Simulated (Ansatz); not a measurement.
**Hg: stiffness from a series of strains**

```
CELL_PARAMETERS angstrom
1.73000 0.99882 2.23400
-1.73000 0.99882 2.23400
0.00000 -1.99763 2.23400
ATOMIC_POSITIONS crystal
Hg 0.00000 0.00000 0.00000
```

The cell is COD entry 1541226, as deposited and not checked against the literature; nothing was relaxed.

Spin–orbit coupling is left out, though it moves levels of the heavy atoms by tenths of an eV or more.

Level of theory: DFT, LDA, all-electron LAPW, scalar-relativistic (Ansatz 0.2.0).

Numerical set-up: a Γ-centred 12×12×12 k mesh, Fermi–Dirac smearing of 0.03 eV, basis error target 0.5 meV/atom, no spin polarisation.

The strain is applied along the Cartesian axes of the cell as listed (the other components stay zero). Fractional coordinates are held (clamped ions).

σ is the change of stress from the unstrained cell, which is at -1.60 GPa; tension is positive, so slopes are stress–strain coefficients at that pressure. In a metal the k mesh adds noise.

Only quantities that a quadratic follows smoothly over the whole series are listed; rougher ones are left out.

```csv
εzz,σzz (GPa),σxx (GPa)
-0.0200,-2.14,-0.86
-0.0100,-1.06,-0.39
0.0000,0.00,0.00
0.0200,1.60,0.79
```

**Question.** Fit the series and read off the stiffness at zero strain.

**Answer.** Least-squares fits y = p0 + p1 x + p2 x² to the rows give σzz (GPa): p1 = 93.9, p2 = -620; σxx (GPa): p1 = 41, p2 = -120. So C33 = 94 GPa and C13 = 41 GPa, for these axes.

**Question.** One run, at εzz = 0.0100, is withheld. Predict its row.

**Answer.** The fits give 0.85, 0.41; the run gave 0.87, 0.40.
